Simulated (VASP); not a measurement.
These are PBE GGA with D3 dispersion (zero damping), VASP's PBE PAW potentials (set 64) (plane waves; VASP) values and carry that method's errors.

The input files of a VASP run:

### INCAR
```
! general
SYSTEM   =  BaF2
PREC     =  Accurate
ENCUT    =  520
LREAL    =  .FALSE.
LASPH    =  .TRUE.

! electronic loop
EDIFF    =  1E-7
NELM     =  100
ALGO     =  Normal
LMAXMIX  =  4

! smearing
ISMEAR   =  0
SIGMA    =  0.05

! functional
GGA      =  PE
IVDW     =  11

! ions
ISIF     =  2

! output
LWAVE    =  .FALSE.
LCHARG   =  .FALSE.
```

**POSCAR**
```
BaF2
6.376710
  0.0000000000   0.5000000315   0.5000000315
  0.5000000315   0.0000000000   0.5000000315
  0.5000000315   0.5000000315   0.0000000000
Ba F
1 2
Cart
  0.0000000000   0.0000000000   0.0000000000
  0.2500000157   0.2500000157   0.2500000157
  0.7500000472   0.7500000472   0.7500000472
```

KPOINTS:
```
Automatic mesh
0
Gamma
6 6 6
0 0 0
```

POTCAR, in this order: Ba_sv F (PBE.64 set). Program: vasp_std.

Output

OSZICAR:
```
       N       E                     dE             d eps       ncg     rms          rms(c)
DAV:   1     0.160734955543E+03    0.16073E+03   -0.12975E+04   512   0.138E+03
DAV:   2    -0.122496512716E+02   -0.17298E+03   -0.16804E+03   672   0.293E+02
DAV:   3    -0.188012588279E+02   -0.65516E+01   -0.65449E+01   680   0.661E+01
DAV:   4    -0.189298614677E+02   -0.12860E+00   -0.12858E+00   688   0.785E+00
DAV:   5    -0.189347335809E+02   -0.48721E-02   -0.48721E-02   696   0.102E+00    0.833E+00
DAV:   6    -0.170942965242E+02    0.18404E+01   -0.10453E+01   512   0.240E+01    0.402E+00
DAV:   7    -0.170835199922E+02    0.10777E-01   -0.35543E-01   664   0.544E+00    0.198E+00
DAV:   8    -0.171004639852E+02   -0.16944E-01   -0.59093E-02   584   0.294E+00    0.263E-01
DAV:   9    -0.171101401561E+02   -0.96762E-02   -0.13310E-02   712   0.829E-01    0.150E-01
DAV:  10    -0.171129338770E+02   -0.27937E-02   -0.39036E-03   536   0.439E-01    0.423E-02
DAV:  11    -0.171129139530E+02    0.19924E-04   -0.32647E-04   688   0.144E-01    0.135E-02
DAV:  12    -0.171129404898E+02   -0.26537E-04   -0.43911E-05   512   0.514E-02    0.280E-03
DAV:  13    -0.171129407671E+02   -0.27728E-06   -0.58199E-07   664   0.608E-03    0.138E-03
DAV:  14    -0.171129413597E+02   -0.59259E-06   -0.27271E-07   488   0.429E-03    0.592E-04
DAV:  15    -0.171129413634E+02   -0.37351E-08   -0.47180E-08   560   0.162E-03
   1 F= -.17348464E+02 E0= -.17348464E+02  d E =-.107476E-20
```

OUTCAR:
```
------------------------ aborting loop because EDIFF is reached ----------------------------------------
 Edisp (eV)   -0.23552
  FORCE on cell =-STRESS in cart. coord.  units (eV):
  Direction    XX          YY          ZZ          XY          YZ          ZX
  --------------------------------------------------------------------------------------
  Total      -1.16454    -1.16454    -1.16454     0.00000     0.00000    -0.00000
  in kB     -28.78298   -28.78298   -28.78298     0.00000     0.00000    -0.00000
  external pressure =      -28.78 kB  Pullay stress =        0.00 kB
  volume of cell :       64.82
      direct lattice vectors                 reciprocal lattice vectors
     0.000000000  3.188355201  3.188355201    -0.156820670  0.156820670  0.156820670
     3.188355201  0.000000000  3.188355201     0.156820670 -0.156820670  0.156820670
     3.188355201  3.188355201  0.000000000     0.156820670  0.156820670 -0.156820670
 POSITION                                       TOTAL-FORCE (eV/Angst)
 -----------------------------------------------------------------------------------
      0.00000      0.00000      0.00000        -0.000000      0.000000     -0.000000
      1.59418      1.59418      1.59418        -0.000000     -0.000000     -0.000000
      4.78253      4.78253      4.78253         0.000000      0.000000      0.000000
 -----------------------------------------------------------------------------------
    total drift:                                0.000000      0.000000      0.000000
  FREE ENERGIE OF THE ION-ELECTRON SYSTEM (eV)
  ---------------------------------------------------
  free  energy   TOTEN  =       -17.3484636732 eV

  energy  without entropy=      -17.3484636732  energy(sigma->0) =      -17.34846367
```
(Selected blocks of OUTCAR.)

OUTCAR:
```
 val. band max:       -2.3881386257   @ k =  -0.1667   0.1667   0.0000

 cond. band min:       4.0090024372   @ k =   0.0000   0.0000   0.0000


 Fermi energy:        -2.0647658889

 k-point     1 :       0.0000    0.0000    0.0000
  band No.  band energies     occupation
      1     -25.7487      2.00000
      2     -21.2342      2.00000
      3     -21.2007      2.00000
      4     -10.6773      2.00000
      5     -10.6773      2.00000
      6     -10.6773      2.00000
      7      -3.6443      2.00000
      8      -3.6443      2.00000
      9      -3.6443      2.00000
     10      -2.4281      2.00000
     11      -2.4281      2.00000
     12      -2.4281      2.00000
     13       4.0090      0.00000
     14       6.4685      0.00000
     15       6.4685      0.00000
     16       8.3375      0.00000

 k-point     2 :       0.1667    0.0000    0.0000
  band No.  band energies     occupation
      1     -25.7182      2.00000
      2     -21.2713      2.00000
      3     -21.2196      2.00000
      4     -10.7113      2.00000
      5     -10.7057      2.00000
      6     -10.7057      2.00000
      7      -3.5493      2.00000
      8      -3.5493      2.00000
      9      -3.4188      2.00000
     10      -2.5919      2.00000
     11      -2.4664      2.00000
     12      -2.4664      2.00000
     13       4.5684      0.00000
     14       6.4497      0.00000
     15       6.4497      0.00000
     16       8.0539      0.00000

 k-point     3 :       0.3333    0.0000    0.0000
  band No.  band energies     occupation
      1     -25.6554      2.00000
      2     -21.3471      2.00000
      3     -21.2600      2.00000
      4     -10.7722      2.00000
      5     -10.7612      2.00000
      6     -10.7612      2.00000
      7      -3.3673      2.00000
      8      -3.3673      2.00000
      9      -2.9594      2.00000
     10      -2.8531      2.00000
     11      -2.5302      2.00000
     12      -2.5302      2.00000
     13       5.6379      0.00000
...
```

Unless said otherwise, spin-orbit coupling is left out, though it shifts the bands of the heavy elements here.

The compound is BaF2 in the fluorite structure. This cell is one point of a volume scan, at 1.06 of the reference volume.
